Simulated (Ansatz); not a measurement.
These are results of Ansatz 0.2.0, DFT PBE, scalar-relativistic, plane waves, PAW, not measurements. Settings: cutoff 420 eV, Γ-centred meshes spaced at most about 0.3 Å⁻¹, and about 0.25 Å⁻¹ or finer for metals (2π included), Gaussian smearing. Cells run with spin keep no moment; the others have no spin polarisation.

Each guess is relaxed in cell and atoms at zero pressure, on a coarse mesh first where it starts far from rest and then on a converged one. The steps can't lower the symmetry of the start, but it can rise. Energies are static (0 K, no zero-point motion).

Two unrelaxed guesses for WS2:

A.

Space group P4mm (No. 99). a = 5.154 Å, b = 5.154 Å, c = 5.814 Å, α = 90.00°, β = 90.00°, γ = 90.00°
```csv
atom,site,symmetry,x,y,z
W,1b,4mm,0.5000,0.5000,0.1645
W,1b,4mm,0.5000,0.5000,0.6912
S,4d,..m,0.1662,0.1662,0.7577
```

B.

Space group P-4m2 (No. 115). a = 3.802 Å, b = 3.802 Å, c = 5.376 Å, α = 90.00°, β = 90.00°, γ = 90.00°
```tsv
atom	site	symmetry	x	y	z
W	1a	-4m2	0.0000	0.0000	0.0000
S	2g	2mm.	0.5000	0.0000	0.2500
```

Question: Where do they end, and which end is lower?

Answer: B ends lower, by 0.72 eV/atom. A: P4mm at 25.7 Å³/atom → P4/mmm at 27.7 Å³/atom; B: P-4m2 at 25.9 Å³/atom → P-4m2 at 26.4 Å³/atom. Counting S atoms around W (those within 1.25 times the shortest such distance or 1.15 times the sum of covalent radii), the end of A and the end of B both have W 4. End of A. Conventional cell: a = 5.794 Å, c = 4.959 Å. Around W lie 1 W at 2.36 Å, 4 S at 2.43 Å and 1 W at 2.60 Å; S is surrounded by 2 W at 2.43 Å and 4 S at 2.90 Å. End of B. Conventional cell: a = 3.507 Å, c = 6.448 Å. W is surrounded by 4 S at 2.27 Å; S has 2 W at 2.27 Å.

Ends held by symmetry can be saddle points. Neither end is the lowest form computed: that has the 2H molybdenite type, space group P6_3/mmc (No. 194), is reached from a Materials Project cell and lies 0.71 eV/atom below the better end. No dispersion correction is applied, so the spacing and binding between layers, chains or molecules are poorly described (P-4m2, P4/mmm), and this can change margins and order among such cells. Spin–orbit coupling, which can matter for W, is left out. Some structure types and database cells were kept out of the candidates from the start, so a known form may be missing.
